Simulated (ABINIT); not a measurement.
**Fe in ABINIT: the effect of functional**

Fe:

```
CELL_PARAMETERS angstrom
0.00000 1.94174 1.96511
1.49844 0.00000 1.96511
1.49844 1.94174 0.00000
ATOMIC_POSITIONS crystal
Fe 0.00000 0.00000 0.00000
```

Alike in all runs:

- Program: ABINIT 10.8.3 (patched build)
- Task: band structure
- Potentials or basis: Ansatz PAW PBE default generated set, frozen core
- Cutoff: 490 eV
- k mesh: 13 × 13 × 13
- Occupations: fermi-dirac, width 0.05 eV
- Spin: collinear spin, ferromagnetic start
- Starting moments: [3.0] μB

| functional | pressure (GPa) | moment (μB) |
| --- | --- | --- |
| LDA | ? | ? |
| PBEsol | -10.5 | 2.18 |
| BLYP | 6.9 | 2.14 |

What does the run with functional LDA give?

Pressure -18.7 GPa; moment 2.14 μB.

Caveats: the PAW data sets were made with another functional, which shifts forces and pressure a little; the atomic spheres overlap.
